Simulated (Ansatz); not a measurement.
The system is TiSi2.

```
Ti Si
1.0
    -1.47287    1.71213    4.21208
     1.47287   -1.71213    4.21208
     1.47287    1.71213   -4.21208
Ti Si
1 2
Cartesian
  0.0000 0.0000 0.0000
  0.0000 0.0000 5.6448
  0.0000 0.0000 2.7793
```

The cell comes from a database or a generator and needn't be the stable form of this composition.

```yaml
Program: Ansatz 0.2.0
Task: relaxation of cell and atoms
Functional: PBEsol
Potentials_or_basis: Ansatz PAW
Cutoff: "420 eV (not typed: the program's choice for these potentials)"
k_mesh: 12 × 12 × 12
Occupations: fermi-dirac, width 0.05 eV
Spin: no spin polarisation
```

At the start: volume 14.16 Å³/atom.

Where does the relaxation end?

It ends after 6 steps and the volume is 13.81 Å³/atom (-2.5 %); space group Immm (No. 71, to 0.05 Å).

Step by step:
| step | energy change (eV) | largest force (eV/Å) | volume (Å³) |
| --- | --- | --- | --- |
| 1 | 0.0000 | 0.0668 | 42.49 |
| 2 | -0.0131 | 0.0162 | 41.29 |
| 3 | -0.0134 | 0.0017 | 41.44 |
| 4 | -0.0132 | 0.0018 | 41.44 |
| 5 | -0.0132 | 0.0013 | 41.43 |
| 6 | -0.0132 | 0.0013 | 41.43 |

Final structure:
```
Ti Si
1.0
    -1.46428    1.69854    4.16429
     1.46428   -1.69854    4.16429
     1.46428    1.69854   -4.16429
Ti Si
1 2
Direct
  0.00000 0.00000 0.00000
  0.66938 0.66938 0.00000
  0.33062 0.33062 0.00000
```

Caveat: the plane-wave basis is chosen anew once the cell has moved, so the energies of steps on either side of that aren't comparable; the PAW data sets come from PBE, with cores solved anew for the run's functional, which leaves a small shift of forces and pressure.
